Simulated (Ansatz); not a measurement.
# Mg₂Si: the change of band gap and direct gap with volume per atom

Results calculated with Ansatz 0.2.0, not measured. Plane-wave density functional theory, PAW datasets, Gaussian smearing 0.05 eV: Kohn-Sham gaps of one periodic cell over its k-point mesh and, where one was run, its band path; band edges are those on the mesh.

Cell of the first row (space group Fm-3m, No. 225):
```
CELL_PARAMETERS angstrom
0.00000 3.12030 3.12030
3.12030 0.00000 3.12030
3.12030 3.12030 0.00000
ATOMIC_POSITIONS crystal
Mg 0.25000 0.25000 0.25000
Mg 0.75000 0.75000 0.75000
Si 0.00000 0.00000 0.00000
```

Settings of every row: paw set soft_2; functional PBEsol; spin treatment none; moment partition spheres; spin axis none; wave cutoff 420 eV; k mesh 8x8x8; SCF start atoms; lower state search light; symmetry use detected.

Atom first moment, atom hubbard u: 0 on all atoms.

Limits: a gap on the mesh alone may be smaller or close between its points; semilocal functionals tend to give too small a gap.

```csv
row,volume per atom (Å³),band gap (eV),direct gap (eV)
1,20.253,0.063,2.083
2,20.675,?,?
3,21.097,0.113,1.874
4,21.519,0.137,1.758
5,21.656,0.144,1.722
6,21.941,0.159,1.647
7,21.961,0.16,1.642
```

Question: what band gap and direct gap should row 2 give?

Worked fit of band gap. Take t = volume per atom − 21, in Å³. The shown rows have t = -0.747, 0.097, 0.519, 0.656, 0.941, 0.961. Least squares give band gap = 0.1077 + 0.0575 × t − 0.0031 × t² eV; a straight line predicts inner rows, each left out in turn, worse (root mean square 0.0012 against 0.00035 eV). All shown rows lie on it to the printed digit. The withheld row has t = -0.325, so the fit gives 0.1077 + 0.0575 × (-0.325) − 0.0031 × (-0.325)² = 0.089 eV.

The calculation gave 0.089 eV. The fit meets it to the printed digit.

Worked fit of direct gap. Take t = volume per atom − 21, in Å³. The shown rows have t = -0.747, 0.097, 0.519, 0.656, 0.941, 0.961. Their means are 0.4045 and 1.7877 eV; the sums about the means are S_tt = 2.094 and S_ty = -0.5431, whose ratio is the slope. Least squares give direct gap = 1.8926 − 0.2593 × t eV. The rows lie off it by -0.003, 0.007, 0.000, 0.000, -0.002, -0.001 (root mean square 0.0032 eV). The withheld row has t = -0.325, so the fit gives 1.8926 − 0.2593 × (-0.325) = 1.977 eV.

The calculation gave 1.993 eV. The fit lies 0.016 eV (3.6 % of the column's range) below it; its largest miss of a shown row is 0.007 eV.
